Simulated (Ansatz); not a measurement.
## Convergence notes, G0W0 on RbBr (Fm-3m)

RbBr (Fm-3m) from a database structure, relaxed with r2SCAN; one-shot G0W0 in Ansatz without spin-orbit coupling. The values are computed, spin-unpolarised, and not measurements.

```cif
data_structure
_symmetry_space_group_name_H-M 'P 1'
_symmetry_Int_Tables_number 1
_cell_length_a 4.8947
_cell_length_b 4.8947
_cell_length_c 4.8947
_cell_angle_alpha 60.000
_cell_angle_beta 60.000
_cell_angle_gamma 60.000
_cell_volume 82.92
loop_
_atom_site_label
_atom_site_type_symbol
_atom_site_fract_x
_atom_site_fract_y
_atom_site_fract_z
_atom_site_occupancy
Rb1 Rb 0.00000 0.00000 0.00000 1
Br1 Br 0.50000 0.50000 0.50000 1
```

Gaps are read over the mesh points alone. G0W0 here is at a finite number of bands, screening cutoff and k mesh, not at the basis limit.
```
 start       potentials      frequency model   mesh  empty bands  screening cutoff (eV)  Kohn-Sham gap (eV)  G0W0 gap (eV)
   PBE              PAW  contour deformation  4×4×4          247                    120                4.29           6.75
   PBE              PAW  contour deformation  4×4×4          614                    220                4.29           6.88
   PBE              PAW  contour deformation  4×4×4         1128                    300                4.29           6.91
 HSE06              PAW  contour deformation  4×4×4          614                    220                5.44           7.43
r2SCAN              PAW  contour deformation  4×4×4          614                    220                4.89           7.18
  PBE0              PAW  contour deformation  4×4×4          614                    220                6.16           7.65
   PBE              PAW     Godby-Needs pole  4×4×4          614                    220                4.29           6.86
   PBE              PAW  contour deformation  6×6×6          134                     80                4.29           6.59
   PBE  norm-conserving  contour deformation  4×4×4          614                    220                4.29           6.82
```

G0W0 moves the gap on the mesh from 4.29 eV (PBE) to 6.91 eV (direct at Γ). Renormalisation factors Z lie between 0.80 and 0.86.

Raising bands and cutoff together moves the gap by +0.13 eV (120 to 220 eV), then +0.03 eV (220 to 300 eV); the last step is small, which bounds nothing strictly. Starting from HSE06 (5.44 eV against PBE's 4.29 eV) gives 7.43 eV, +0.55 eV from G0W0@PBE at the same screening cutoff. Starting from r2SCAN (4.89 eV against PBE's 4.29 eV) gives 7.18 eV, +0.30 eV from G0W0@PBE at the same screening cutoff. Starting from PBE0 (6.16 eV against PBE's 4.29 eV) gives 7.65 eV, +0.77 eV from G0W0@PBE at the same screening cutoff. The Godby-Needs plasmon pole differs from contour deformation by -0.02 eV. Norm-conserving potentials (wave cutoff 630 eV against 420 eV) shift the quasiparticle gap by -0.06 eV and the PBE gap by 0.00 eV. r2SCAN runs take a wave cutoff of 500 eV.
